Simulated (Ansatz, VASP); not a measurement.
# Rb in VASP and in Ansatz

```
Rb
1.0
    -2.47248    2.47248    2.47248
     2.47248   -2.47248    2.47248
     2.47248    2.47248   -2.47248
Rb
1
Cartesian
  0.0000 0.0000 0.0000
```

Change from the starting cell: volume scaled by 0.78, LAPW.

Alike in both runs: task single point; functional LDA; k mesh 11 × 11 × 11; occupations fermi-dirac, width 0.05 eV; no spin polarisation.

|  | VASP | Ansatz |
| --- | --- | --- |
| version | VASP 6.6.1 | Ansatz 0.2.0 |
| potentials or method | VASP PAW LDA potentials, release 64 (Rb_sv), cutoff 520 eV | all-electron LAPW, scalar-relativistic |

|  | VASP | Ansatz | Ansatz less VASP |
| --- | --- | --- | --- |
| pressure (GPa) | 1.4 | 1.4 | 0.00 |

Ansatz ran all-electron here, so the differences hold the error of VASP's frozen core and of both bases.
